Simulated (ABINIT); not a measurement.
# SiC (Moissanite 3C) (F-43m) in ABINIT: notebook

The runs below take SiC (Moissanite 3C) through single point, with PBEsol, PBE.

All numbers are computed with ABINIT 10.8.3 (patched build); they aren't measurements. Logs are shortened: lines on timing, memory, paths and dates and some standing lists are left out, and cuts for length are marked. The log counts tension as positive stress, the text compression.

**What was measured.**

“Insight into the structural, elastic and electronic properties of a new orthorhombic 6O-SiC polytype”, 2020, pmc:7200658 quotes, for a bulk crystal of SiC: band gap 2.4 eV (indirect).

The results are compared with them further down.

## Step 1: The structure

It takes space group F-43m (No. 216, cubic). Conventional cell: a = 4.358 Å, b = 4.358 Å, c = 4.358 Å, α = 90.00°, β = 90.00°, γ = 90.00°. Si (site symmetry -43m) is surrounded by 4 C at 1.89 Å. C (site symmetry -43m) is surrounded by 4 Si at 1.89 Å.

## Step 2: Single point, PBEsol

The input, run.abi:

```
# Pseudopotentials
pp_dirpath "./"
pseudos "Si.GGA_PBE-JTH.xml, C.GGA_PBE-JTH.xml"

# Structure
acell 3*1.0
rprim
     0.0000000000     4.1177132256     4.1177132256
     4.1177132256     0.0000000000     4.1177132256
     4.1177132256     4.1177132256     0.0000000000
ntypat 2
znucl 14 6
natom 2
typat 1 2
xred
     0.0000000000     0.0000000000     0.0000000000
     0.7500000000     0.7500000000     0.7500000000

# Plane-wave basis
ecut 20.0
pawecutdg 40.0

# k points
kptopt 1
ngkpt 4 4 4
nshiftk 1
shiftk 0.0 0.0 0.0

# Exchange and correlation
ixc -116133

# Bands and occupations
nband 8
occopt 3
tsmear 0.05 eV

# SCF cycle
nstep 100
tolvrs 1.0e-9

# Output
iomode 3
prtwf 0
prteig 0
prtebands 0
prtden 1
prtvha 1
prtvclmb 1
prtpot 1
```

Potentials or basis: JTH PAW PBE v2.0.

Launch:

```bash
$ abinit run.abi > log 2>&1
```

run.abo:

```text
.Version 10.8.3 of ABINIT
 Symmetries : space group F-4 3 m (#216); Bravais cF (face-center cubic)
================================================================================
 Values of the parameters that define the memory need of the present run
     intxc =       0    ionmov =       0      iscf =      17    lmnmax =       8
     lnmax =       4     mgfft =      24  mpssoang =       2    mqgrid =    3001
     natom =       2  nloc_mem =       2    nspden =       1   nspinor =       1
    nsppol =       1      nsym =      24    n1xccc =       1    ntypat =       2
    occopt =       3   xclevel =       2
       mpw =         604          nfft =       13824          nkpt =           8
 PAW method is used; the additional fine FFT grid is defined by:
   mgfftf=        36    nfftf =     46656
================================================================================
================================================================================

--------------------------------------------------------------------------------
------------- Echo of variables that govern the present computation ------------
--------------------------------------------------------------------------------
 -outvars: echo values of preprocessed input variables --------
            acell      1.0000000000E+00  1.0000000000E+00  1.0000000000E+00 Bohr
              amu      2.80855000E+01  1.20110000E+01
             ecut      2.00000000E+01 Hartree
              ixc     -116133
         kptrlatt        4    0    0      0    4    0      0    0    4
          kptrlen      2.32933036E+01
            natom           2
            nband           8
            ngfft          24      24      24
          ngfftdg          36      36      36
             nkpt           8
            nstep         100
             nsym          24
           ntypat           2
           occopt           3
        pawecutdg      4.00000000E+01 Hartree
         pawxcdev           0
        prtebands           0
           prteig           0
           prtpot           1
         prtvclmb           1
           prtvha           1
            prtwf           0
            rprim      0.0000000000E+00  4.1177132256E+00  4.1177132256E+00
                       4.1177132256E+00  0.0000000000E+00  4.1177132256E+00
                       4.1177132256E+00  4.1177132256E+00  0.0000000000E+00
          spgroup         216
           tolvrs      1.00000000E-09
           tsmear      1.83746611E-03 Hartree
            typat      1  2
           useylm           1
           xangst      0.0000000000E+00  0.0000000000E+00  0.0000000000E+00
                       3.2684999978E+00  3.2684999978E+00  3.2684999978E+00
            xcart      0.0000000000E+00  0.0000000000E+00  0.0000000000E+00
                       6.1765698384E+00  6.1765698384E+00  6.1765698384E+00
             xred      0.0000000000E+00  0.0000000000E+00  0.0000000000E+00
                       7.5000000000E-01  7.5000000000E-01  7.5000000000E-01
            znucl       14.00000    6.00000

================================================================================

 chkinp: Checking input parameters for consistency.

================================================================================
== DATASET  1 ==================================================================

--- !DatasetInfo
iteration_state: {dtset: 1, }
dimensions: {natom: 2, nkpt: 8, mband: 8, nsppol: 1, nspinor: 1, nspden: 1, mpw: 604, }
cutoff_energies: {ecut:  20.0, pawecutdg:  40.0, }
electrons: {nelect:   8.00000000E+00, charge:   0.00000000E+00, occopt:   3.00000000E+00, tsmear:   1.83746611E-03, }
meta: {optdriver: 0, ionmov: 0, optcell: 0, iscf: 17, paral_kgb: 0, }
...

 Real(R)+Recip(G) space primitive vectors, cartesian coordinates (Bohr,Bohr^-1):
 R(1)=  0.0000000  4.1177132  4.1177132  G(1)= -0.1214266  0.1214266  0.1214266
 R(2)=  4.1177132  0.0000000  4.1177132  G(2)=  0.1214266 -0.1214266  0.1214266
 R(3)=  4.1177132  4.1177132  0.0000000  G(3)=  0.1214266  0.1214266 -0.1214266
 Unit cell volume ucvol=  1.3963629E+02 bohr^3
 Angles (23,13,12)=  6.00000000E+01  6.00000000E+01  6.00000000E+01 degrees

 Coarse grid specifications (used for wave-functions):

 getcut: wavevector=  0.0000  0.0000  0.0000  ngfft=  24  24  24
         ecut(hartree)=     20.000   => boxcut(ratio)=   2.04720

 Fine grid specifications (used for densities):

 getcut: wavevector=  0.0000  0.0000  0.0000  ngfft=  36  36  36
         ecut(hartree)=     40.000   => boxcut(ratio)=   2.17138

--- Pseudopotential description ------------------------------------------------
- pspini: atom type   1  psp file is ./Si.GGA_PBE-JTH.xml
 Pseudopotential format is: paw10
 basis_size (lnmax)=  4 (lmn_size=  8), orbitals=   0   0   1   1
 Spheres core radius: rc_sph= 1.90944987
 Shapefunction is BESSEL type: shapef(r,l)=aa(1,l)*jl(q(1,l)*r)+aa(2,l)*jl(q(2,l)*r)
 Radius for shape functions =  1.60149249
 Compensation charge density is not taken into account in XC energy/potential

- pspini: atom type   2  psp file is ./C.GGA_PBE-JTH.xml
 Pseudopotential format is: paw10
 basis_size (lnmax)=  4 (lmn_size=  8), orbitals=   0   0   1   1
 Spheres core radius: rc_sph= 1.50736703
 Shapefunction is SIN type: shapef(r)=[sin(pi*r/rshp)/(pi*r/rshp)]**2
 Radius for shape functions =  1.30052589
 Compensation charge density is not taken into account in XC energy/potential

   7.28524040E+01                                ecore*ucvol(ha*bohr**3)
--------------------------------------------------------------------------------

[... 7 lines left out ...]

     iter   Etot(hartree)      deltaE(h)  residm     nres2
 ETOT  1  -9.7657743807803    -9.766E+00 7.122E-02 2.184E+01
 ETOT  2  -9.7266714762362     3.910E-02 2.444E-03 2.184E+00
 ETOT  3  -9.7241918001242     2.480E-03 1.083E-02 2.987E-01
 ETOT  4  -9.7239962481956     1.956E-04 2.167E-04 2.484E-03
 ETOT  5  -9.7240016571294    -5.409E-06 9.862E-05 5.055E-04
 ETOT  6  -9.7240034603203    -1.803E-06 2.486E-05 7.577E-06
 ETOT  7  -9.7240035828114    -1.225E-07 2.307E-06 4.470E-07
 ETOT  8  -9.7240036009752    -1.816E-08 3.426E-06 2.462E-08
 ETOT  9  -9.7240036036667    -2.692E-09 3.045E-07 5.935E-09
 ETOT 10  -9.7240036043329    -6.662E-10 4.566E-07 3.359E-10

 At SCF step   10       nres2   =  3.36E-10 < tolvrs=  1.00E-09 =>converged.

 Cartesian components of stress tensor (hartree/bohr^3)
  sigma(1 1)=  5.97791778E-06  sigma(3 2)=  0.00000000E+00
  sigma(2 2)=  5.97791778E-06  sigma(3 1)=  0.00000000E+00
  sigma(3 3)=  5.97791778E-06  sigma(2 1)=  0.00000000E+00

--- !ResultsGS
iteration_state: {dtset: 1, }
comment   : Summary of ground state results
lattice_vectors:
- [  0.0000000,   4.1177132,   4.1177132, ]
- [  4.1177132,   0.0000000,   4.1177132, ]
- [  4.1177132,   4.1177132,   0.0000000, ]
lattice_lengths: [   5.82333,    5.82333,    5.82333, ]
lattice_angles: [ 60.000,  60.000,  60.000, ] # degrees, (23, 13, 12)
lattice_volume:   1.3963629E+02
convergence: {deltae: -6.662E-10, res2:  3.359E-10, residm:  4.566E-07, diffor: null, }
etotal    :  -9.72400360E+00
entropy   :   0.00000000E+00
fermie    :   3.06841289E-01
cartesian_stress_tensor: # hartree/bohr^3
- [  5.97791778E-06,   0.00000000E+00,   0.00000000E+00, ]
- [  0.00000000E+00,   5.97791778E-06,   0.00000000E+00, ]
- [  0.00000000E+00,   0.00000000E+00,   5.97791778E-06, ]
pressure_GPa:  -1.7588E-01
xred      :
- [  0.0000E+00,   0.0000E+00,   0.0000E+00, Si]
- [  7.5000E-01,   7.5000E-01,   7.5000E-01,  C]
cartesian_forces: # hartree/bohr
- [ -9.80876427E-29,   3.26958809E-29,   3.26958809E-29, ]
- [  9.80876427E-29,  -3.26958809E-29,  -3.26958809E-29, ]
force_length_stats: {min:   1.08439969E-28, max:   1.08439969E-28, mean:   1.08439969E-28, }
...

 Integrated electronic density in atomic spheres:
 ------------------------------------------------
 Atom  Sphere_radius  Integrated_density
    1        1.90945          1.68987133
    2        1.50737          2.55711933

================================================================================

 ----iterations are completed or convergence reached----

 Mean square residual over all n,k,spin=   75.546E-10; max=  45.659E-08
 reduced coordinates (array xred) for    2 atoms
       0.000000000000      0.000000000000      0.000000000000
       0.750000000000      0.750000000000      0.750000000000
 rms dE/dt=  3.8080E-28; max dE/dt=  5.3853E-28; dE/dt below (all hartree)
    1       0.000000000000      0.000000000000      0.000000000000
    2       0.000000000000     -0.000000000000     -0.000000000000

 cartesian coordinates (angstrom) at end:
    1      0.00000000000000     0.00000000000000     0.00000000000000
    2      3.26849999781472     3.26849999781472     3.26849999781472

 cartesian forces (hartree/bohr) at end:
    1     -0.00000000000000     0.00000000000000     0.00000000000000
    2      0.00000000000000    -0.00000000000000    -0.00000000000000
 frms,max,avg= 6.2607845E-29 9.8087643E-29   0.000E+00  0.000E+00  0.000E+00 h/b

 cartesian forces (eV/Angstrom) at end:
    1     -0.00000000000000     0.00000000000000     0.00000000000000
    2      0.00000000000000    -0.00000000000000    -0.00000000000000
 frms,max,avg= 3.2194249E-27 5.0438694E-27   0.000E+00  0.000E+00  0.000E+00 e/A
 length scales=  1.000000000000  1.000000000000  1.000000000000 bohr
              =  0.529177210544  0.529177210544  0.529177210544 angstroms
 Fermi (or HOMO) energy (hartree) =   0.30684   Average Vxc (hartree)=  -0.42619
 Eigenvalues (hartree) for nkpt=   8  k points:
 kpt#   1, nband=  8, wtk=  0.01563, kpt=  0.0000  0.0000  0.0000 (reduced coord)
  -0.28384    0.28503    0.28503    0.28503    0.51013    0.54813    0.54813    0.54813
      occupation numbers for kpt#   1
   2.00000    1.99999    1.99999    1.99999    0.00000    0.00000    0.00000    0.00000
 prteigrs : prtvol=0 or 1, do not print more k-points.

--- !EnergyTerms
iteration_state     : {dtset: 1, }
comment             : Components of total free energy in Hartree
kinetic             :  5.07791913806762E+00
hartree             :  1.16629318197158E+00
xc                  : -4.57766028462581E+00
Ewald energy        : -1.04656108845111E+01
psp_core            :  5.21729747847942E-01
local_psp           : -4.00728313846814E+00
PAW spherical_terms :  2.56060768007572E+00
internal            : -9.72400455964218E+00
'-kT*entropy'       : -3.09814409512559E-08
total_energy        : -9.72400459062362E+00
total_energy_eV     : -2.64603644773152E+02
...

--- !EnergyTermsDC
iteration_state     : {dtset: 1, }
comment             : '"Double-counting" decomposition of free energy'
band_energy         :  5.35287905170265E-01
Ewald energy        : -1.04656108845111E+01
psp_core            :  5.21729747847942E-01
xc_dc               : -1.69372052372645E+00
PAW spherical_terms :  1.37831018186784E+00
internal            : -9.72400357335149E+00
'-kT*entropy'       : -3.09814409512559E-08
total_energy_dc     : -9.72400360433293E+00
total_energy_dc_eV  : -2.64603617934815E+02
...

--- !EnergyTermsWithPAWCore
iteration_state     : {dtset: 1, }
comment             : 'Components of total free energy, including PAW core contributions'
Total energy        : -3.27472042629387E+02
Total energy DC     : -3.27472041643096E+02
Total energy (eV)   : -8.91096823674859E+03
Total energy DC (eV): -8.91096820991026E+03
...

 Cartesian components of stress tensor (hartree/bohr^3)
  sigma(1 1)=  5.97791778E-06  sigma(3 2)=  0.00000000E+00
  sigma(2 2)=  5.97791778E-06  sigma(3 1)=  0.00000000E+00
  sigma(3 3)=  5.97791778E-06  sigma(2 1)=  0.00000000E+00

-Cartesian components of stress tensor (GPa)         [Pressure= -1.7588E-01 GPa]
- sigma(1 1)=  1.75876413E-01  sigma(3 2)=  0.00000000E+00
- sigma(2 2)=  1.75876413E-01  sigma(3 1)=  0.00000000E+00
- sigma(3 3)=  1.75876413E-01  sigma(2 1)=  0.00000000E+00

== END DATASET(S) ==============================================================
================================================================================

 -outvars: echo values of variables after computation  --------
            acell      1.0000000000E+00  1.0000000000E+00  1.0000000000E+00 Bohr
           etotal     -9.7240036043E+00
            fcart     -9.8087642666E-29  3.2695880889E-29  3.2695880889E-29
                       9.8087642666E-29 -3.2695880889E-29 -3.2695880889E-29
            rprim      0.0000000000E+00  4.1177132256E+00  4.1177132256E+00
                       4.1177132256E+00  0.0000000000E+00  4.1177132256E+00
                       4.1177132256E+00  4.1177132256E+00  0.0000000000E+00
           strten      5.9779177830E-06  5.9779177830E-06  5.9779177830E-06
                       0.0000000000E+00  0.0000000000E+00  0.0000000000E+00
           xangst      0.0000000000E+00  0.0000000000E+00  0.0000000000E+00
                       3.2684999978E+00  3.2684999978E+00  3.2684999978E+00
             xred      0.0000000000E+00  0.0000000000E+00  0.0000000000E+00
                       7.5000000000E-01  7.5000000000E-01  7.5000000000E-01
 Calculation completed.
```

It took 7 s on 1 thread of Arm Neoverse V1, shared host; peak memory 0.13 GiB.

Results:

```yaml
Free_energy: -264.6036 eV
Pressure: -0.2 GPa
Band_gap_on_the_k_mesh: 1.19 eV, indirect (least direct gap 4.44 eV)
Valence_electrons_inside_the_program's_atomic_spheres: Si 1.69; C 2.56
```

Levels at points of the mesh, in eV from the valence-band top:
```
           k point  band 2  band 3  band 4  band 5  band 6  band 7
(0.00, 0.00, 0.00)    0.00    0.00    0.00    6.13    7.16    7.16
(0.50, 0.00, 0.00)   -8.66   -1.08   -1.08    5.33    7.10    7.10
(0.50, 0.50, 0.00)   -7.90   -3.25   -3.25    1.19    4.15   14.00
```

Caveat: the k mesh is coarse (spacing up to 0.62 Å⁻¹), so the values aren't converged; the PAW data sets were made with another functional, which shifts forces and pressure a little. Expect the measured gap to be larger: semilocal functionals such as PBEsol lack the derivative discontinuity.

## Step 3: Single point, PBEsol

Edit run.abi of step 2 so:

```diff
@@ -5,7 +5,7 @@
 # Structure
-acell 3*1.0
+acell 3.0815713524 3.0815713524 3.0815713524 Angstrom
 rprim
-     0.0000000000     4.1177132256     4.1177132256
-     4.1177132256     0.0000000000     4.1177132256
-     4.1177132256     4.1177132256     0.0000000000
+     0.0000000000     0.7071067812     0.7071067812
+     0.7071067812     0.0000000000     0.7071067812
+     0.7071067812     0.7071067812     0.0000000000
 ntypat 2
@@ -24,3 +24,3 @@
 kptopt 1
-ngkpt 4 4 4
+ngkpt 8 8 8
 nshiftk 1
@@ -45,2 +45,3 @@
 prtebands 0
+enunit 2
 prtden 1
```

Potentials or basis: JTH PAW PBE v2.0.

Launch:

```bash
$ abinit run.abi > log 2>&1
```

run.abo:

```text
.Version 10.8.3 of ABINIT
 Symmetries : space group F-4 3 m (#216); Bravais cF (face-center cubic)
================================================================================
 Values of the parameters that define the memory need of the present run
     intxc =       0    ionmov =       0      iscf =      17    lmnmax =       8
     lnmax =       4     mgfft =      24  mpssoang =       2    mqgrid =    3001
     natom =       2  nloc_mem =       2    nspden =       1   nspinor =       1
    nsppol =       1      nsym =      24    n1xccc =       1    ntypat =       2
    occopt =       3   xclevel =       2
       mpw =         608          nfft =       13824          nkpt =          29
 PAW method is used; the additional fine FFT grid is defined by:
   mgfftf=        36    nfftf =     46656
================================================================================
================================================================================

--------------------------------------------------------------------------------
------------- Echo of variables that govern the present computation ------------
--------------------------------------------------------------------------------
 -outvars: echo values of preprocessed input variables --------
            acell      5.8233258935E+00  5.8233258935E+00  5.8233258935E+00 Bohr
              amu      2.80855000E+01  1.20110000E+01
             ecut      2.00000000E+01 Hartree
           enunit           2
              ixc     -116133
         kptrlatt        8    0    0      0    8    0      0    0    8
          kptrlen      4.65866071E+01
[... 211 lines left out ...]
PAW spherical_terms :  1.37784524528871E+00
internal            : -9.72880566374907E+00
'-kT*entropy'       : -2.72288521226306E-09
total_energy_dc     : -9.72880566647195E+00
total_energy_dc_eV  : -2.64734288702457E+02
...

--- !EnergyTermsWithPAWCore
iteration_state     : {dtset: 1, }
comment             : 'Components of total free energy, including PAW core contributions'
Total energy        : -3.27476842854481E+02
Total energy DC     : -3.27476843705235E+02
Total energy (eV)   : -8.91109885752770E+03
Total energy DC (eV): -8.91109888067790E+03
...

 Cartesian components of stress tensor (hartree/bohr^3)
  sigma(1 1)=  1.97278515E-05  sigma(3 2)=  0.00000000E+00
  sigma(2 2)=  1.97278515E-05  sigma(3 1)=  0.00000000E+00
  sigma(3 3)=  1.97278515E-05  sigma(2 1)=  0.00000000E+00

-Cartesian components of stress tensor (GPa)         [Pressure= -5.8041E-01 GPa]
- sigma(1 1)=  5.80413430E-01  sigma(3 2)=  0.00000000E+00
- sigma(2 2)=  5.80413430E-01  sigma(3 1)=  0.00000000E+00
- sigma(3 3)=  5.80413430E-01  sigma(2 1)=  0.00000000E+00

== END DATASET(S) ==============================================================
================================================================================

 -outvars: echo values of variables after computation  --------
            acell      5.8233258935E+00  5.8233258935E+00  5.8233258935E+00 Bohr
           etotal     -9.7288056665E+00
            fcart     -0.0000000000E+00 -0.0000000000E+00 -0.0000000000E+00
                      -0.0000000000E+00 -0.0000000000E+00 -0.0000000000E+00
            rprim      0.0000000000E+00  7.0710678120E-01  7.0710678120E-01
                       7.0710678120E-01  0.0000000000E+00  7.0710678120E-01
                       7.0710678120E-01  7.0710678120E-01  0.0000000000E+00
           strten      1.9727851502E-05  1.9727851502E-05  1.9727851502E-05
                       0.0000000000E+00  0.0000000000E+00  0.0000000000E+00
           xangst      0.0000000000E+00  0.0000000000E+00  0.0000000000E+00
                       3.2685000001E+00  3.2685000001E+00  3.2685000001E+00
             xred      0.0000000000E+00  0.0000000000E+00  0.0000000000E+00
                       7.5000000000E-01  7.5000000000E-01  7.5000000000E-01
 Calculation completed.
```

It took 10 s on 1 thread of Arm Neoverse V1, shared host; peak memory 0.12 GiB.

What came out:

* Free energy: -264.7343 eV
* Pressure: -0.6 GPa
* Band gap on the k mesh: 1.24 eV, indirect (least direct gap 4.47 eV)
* Valence electrons inside the program's atomic spheres: Si 1.69; C 2.55

Caveat: the PAW data sets were made with another functional, which shifts forces and pressure a little.

(Continued in part 2 of 2.)
